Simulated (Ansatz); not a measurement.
A single-point run of Ansatz (plane waves, PAW) on BN (zincblende), with the lines that name the functional removed. The cell was relaxed beforehand with r2SCAN.

```
CELL_PARAMETERS angstrom
0.00000 1.80483 1.80483
1.80483 0.00000 1.80483
1.80483 1.80483 0.00000
ATOMIC_POSITIONS crystal
B 0.00000 0.00000 0.00000
N 0.25000 0.25000 0.25000
```

```
scf.n_extra_bands = 4 over 4 filled bands (N_el = 8.0): the run solves 8 bands
Crystal: 2 atoms, lattice volume = 11.758 Å³
Basis set: ecut = 420 eV, 259 PW (Γ)
Symmetry: 24 space group operations
Space group: F-43m (ITA 216)
k-points: 29 of 512 (time reversal used)
[warm-up without exact exchange]
SCF 1 stopped early in 2 iterations: F = -542.273106 eV  dr2 = 2.07e-5
[exact exchange on]
preconditioner: auto → none  [insulator: Δε(μ)=6.512 eV  ℏωp=30.6 eV]
SCF 2 stopped early in 5 iterations: F = -542.565380 eV  dr2 = 1.49e-6
hybrid outer 1: dexx = +2.726e-3 eV, tail = 9.30e-6 eV
SCF 3 converged in 3 iterations: F = -542.565417 eV  dr2 = 1.03e-8
hybrid outer 2: dexx = +1.511e-7 eV, tail = 2.40e-8 eV, Δε = 2.82e-3 eV
hybrid SCF converged: 2 outer / 8 inner (+2 warm-up)
Free energy (F): -542.565417 eV
Fermi energy:    10.003964 eV
--- Per-component energies (eV) ---
  E_band       = 10.868580
  E_kinetic    = 185.899558
  E_local      = -173.878141
  E_nonlocal   = 55.569888
  E_hartree    = 49.003321
  E_xc         = -72.568868
  E_vxc        = -90.179834
  E_exx        = -22.900536
  E_paw        = -204.740795
  E_vpaw       = -18.747863
  E_ewald      = -358.915733
  E_core_change = -0.034215
--- Stress (GPa, compression-positive) ---
       -4.340518       0.000000       0.000000
        0.000000      -4.340518       0.000000
        0.000000       0.000000      -4.340518
  P = ⅓ Tr σ = -4.3405 GPa (-43.405 kbar)
--- Band table (eV; the first three rows and the last of 29) ---
  k-point 0: bands = [-12.1855, 10.0040, 10.0040, 10.0040, 21.3606, 21.3606, 21.3606, 22.9656]
  k-point 1: bands = [-11.7755, 7.9630, 9.5947, 9.5947, 21.7140, 21.9811, 21.9811, 24.2778]
  k-point 2: bands = [-10.5862, 3.9994, 8.7771, 8.7771, 22.1749, 23.0002, 23.0002, 26.4957]
  k-point 28: bands = [-5.8235, 1.6131, 2.4025, 2.9626, 22.0482, 26.2169, 27.1060, 27.7180]
```

Levels at the listed points, from bands.tsv (eV from the Fermi energy, bands near the gap, counted from 0):
```tsv
# k_distance	band_0	band_1	band_2	band_3	band_4	band_5	band_6	band_7
# fermi_ev = 10.003964
# [0, 0, 0] at k_distance = 0.000000
# [-0.5, -0.5, 0] at k_distance = 1.740663
# [-0.375, -0.375, 0.25] at k_distance = 2.356080
# [-0.375, 0, 0.375] at k_distance = 3.422014
# [0, 0, 0.5] at k_distance = 4.487948
# [-0.5, -0.25, 0.25] at k_distance = 5.718783
# [0, 0.5, 0.5] at k_distance = 7.664903
# levels_relative_to = fermi_ev
0.000	-22.189	0.000	0.000	0.000	11.357	11.357	11.357	12.962
1.741	-16.151	-9.830	-5.351	-5.351	6.558	11.550	21.326	21.326
2.356	-16.070	-8.968	-8.334	-4.449	9.159	15.543	18.999	19.903
3.422	-16.070	-8.968	-8.334	-4.449	9.159	15.543	18.999	19.903
4.488	-17.641	-11.708	-2.124	-2.124	12.679	13.332	13.332	18.203
5.719	-15.827	-8.391	-7.601	-7.041	12.044	16.213	17.102	17.714
7.665	-16.151	-9.830	-5.351	-5.351	6.558	11.550	21.326	21.326
```
In order the rows are Γ, X, U, K, L, W, X.

Problem. Which functional gave these numbers?
A. Hartree-Fock
B. r2SCAN0
C. HSE06
D. PBE0

Solution. D. PBE0. The exchange loop and the term E_exx show exact exchange. PBE0 gives an indirect gap of 6.56 eV, from Γ to X; the least direct gap is 11.36 eV at Γ. Among hybrids the size of the gap and of E_exx follows the share and range of exact exchange. The stress of a hybrid is loosely converged here. Within one family of functionals the choice rests on the size of the gap and stress, not on a line of the log.

Command: `ansatz run input.yaml --threads 2 --pin off --max-ram 2211MiB --backend cpu --events-out ev --progress --plain --runs-dir out`. It took 17 s on 2 threads of Arm Neoverse V1, on a shared host, load about 0.8 per core; peak host memory 0.59 GiB.

No spin polarisation and no zero-point or thermal motion.

The meshes of the hybrids are coarse, so their gaps aren't converged to the digits shown.
